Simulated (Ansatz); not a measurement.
## Calculated ¹⁷O nuclear quadrupole resonance for SiO₂

Cell: an entry of the Crystallography Open Database (COD; perhaps a calculated or model structure) whose atoms were relaxed with PBE, the cell held.

Space group P4_32_12 (No. 96); a = 4.9329, c = 6.4645 Å.

```
site  Wyckoff  site symmetry       x       y       z
  Si       4a            ..2  0.8169  0.8169  0.5000
   O       8b              1  0.2693  0.3637  0.8000
```

One atom of each set is listed.

All values are calculated (Ansatz; DFT, r2SCAN, plane waves and PAW, scalar-relativistic, 500 eV cutoff, Γ-centred 4×4×3 k-points, Fermi–Dirac smearing 0.02 eV), not measured.

¹⁷O: I = 5/2, Q = -25.58 mb (year-2017 value). Static lattice, zero field.

Task: The simulated lines lie at 0.920, 1.63 MHz. What are |C_Q|, η and |V_zz| at O?

Result: For I = 5/2 and η = 0 the lines are 3|C_Q|/20 and twice that; η pulls their ratio below 2. Here |C_Q| = 5.53 MHz, η = 0.32 and |V_zz| = 8.94 × 10²¹ V/m². The calculation gives V_zz positive; the lines don't show the sign. The site has 2 Si at 1.63 Å, angle 137°.

At O V_zz runs parallel to the line that joins its two neighbours (within 2°).

The largest force is 0.3 eV/Å, so the atoms aren't at the calculated equilibrium and relaxing them would move these values. The cell is 8 % smaller than that of α-cristobalite at ambient conditions, so the entry probably stands for a crystal under pressure.
